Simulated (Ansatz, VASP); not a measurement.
# NaF: VASP beside Ansatz

Contents of INCAR:

```
SYSTEM = NaF
ALGO = Normal
EDIFF = 1E-6
ENCUT = 520
GGA = PE
ISIF = 2
ISMEAR = 0
LASPH = .TRUE.
LCHARG = .FALSE.
LREAL = .FALSE.
LWAVE = .FALSE.
NBANDS = 14
NELM = 80
PREC = Accurate
SIGMA = 0.05
```

File KPOINTS:

```
k-points
0
G
  8 8 8
  0 0 0
```

Contents of POSCAR:

```
NaF
1.0
    0.0000000000      2.1056067900      2.3233000000
    2.5409932100      0.0000000000      2.3233000000
    2.5409932100      2.1056067900      0.0000000000
Na F
1 1
Direct
    0.0000000000      0.0000000000      0.0000000000
    0.5000000000      0.5000000000      0.5000000000
```

Input for Ansatz:

```yaml
crystal:
  lattice:
    - [0.0, 2.10560679, 2.3233]
    - [2.54099321, 0.0, 2.3233]
    - [2.54099321, 2.10560679, 0.0]
  atoms:
    - { symbol: Na, position: [0.0, 0.0, 0.0] }
    - { symbol: F, position: [0.5, 0.5, 0.5] }
basis:
  ecutwfc: 420
kpoints:
  mp_grid: { grid: [8, 8, 8] }
hamiltonian:
  xc: pbe
scf:
  occupations: { method: gaussian, width: 0.05 }
output:
  forces: true
  stress: true
  eigenvalues: true
```

Change from the starting cell: strain +0.0937 x Voigt [1, -1, 0, 0, 0, 0], atoms carried along.

Alike in both runs: task single point; functional PBE; k mesh 8 × 8 × 8; occupations gaussian, width 0.05 eV; no spin polarisation.

|  | VASP | Ansatz |
| --- | --- | --- |
| version | VASP 6.6.1 | Ansatz 0.2.0 |
| potentials or method | VASP PAW PBE potentials, release 64 (Na_pv, F) | scalar-relativistic, plane waves, PAW |
| plane-wave cutoff (eV) | 520 | 420 |
| valence electrons in the cell | 14 | 16 |

|  | VASP | Ansatz | Ansatz less VASP |
| --- | --- | --- | --- |
| gap on the k mesh at the Fermi level (eV) | 6.24 | 6.26 | +0.019 |
| least direct gap on the mesh (eV) | 6.24 | 6.26 | +0.019 |
| pressure (GPa) | 5.7 | 5.6 | -0.04 |
| largest component of the traceless stress (GPa) | 11.46 | 11.04 | -0.417 |

The two sets of potentials don't hold the same shells in valence.
